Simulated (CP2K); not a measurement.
WC under changes of volume

One of the cells (10.542 Å³/atom); the others are scaled copies at fixed shape and fractional positions:

```
W C
1.0
     3.10092    0.00000    0.00000
     1.55046    2.68548    0.00000
     1.55046    0.89516    2.53189
W C
1 1
Cartesian
  0.0000 0.0000 0.0000
  3.1009 1.7903 1.2659
```

Measurements of this composition are mostly on another form, of space group No. 187.

| Property | Result |
| --- | --- |
| Program | CP2K 2026.2 |
| Functional | PBEsol |
| Potentials or basis | POTENTIAL_UZH W GTH-PBE-q14, C GTH-PBE-q4; TZVP-MOLOPT-PBE-GTH basis |
| Density cutoff | 6123 eV |
| k mesh | 10 × 10 × 10 |
| Occupations | fermi-dirac, width 0.05 eV |
| Spin | no spin polarisation |

| volume (Å³/atom) | energy over the lowest point (meV/atom) | pressure (GPa) |
| --- | --- | --- |
| 9.910 | 10.27 | 12.4 |
| 10.120 | 0.00 | 3.5 |
| 10.331 | 0.81 | -4.5 |
| 10.542 | 11.56 | -11.6 |
| 10.753 | 31.21 | -18.0 |
| 10.964 | ? | ? |
| 11.175 | 93.63 | -28.9 |

Task: What does the run at 10.964 Å³/atom give?

Result: Energy over the lowest point 58.86 meV/atom; pressure -23.8 GPa.

Worked out: A Birch-Murnaghan fit of order 3 (a polynomial in V^(-2/3)) to the other rows has its minimum at 10.21 Å³/atom with B0 = V·E''(V) = 390 GPa and B' = 4.4. It gives 58.85 meV/atom at 10.964 Å³/atom, against the run's 58.86, and -dE/dV = -23.8 GPa, against -23.8.

Energies are extrapolated to zero smearing.

Caveats: the potentials were made for another functional, which shifts forces and pressure; the basis of atomic orbitals isn't converged, which shifts pressures, moduli and gaps.
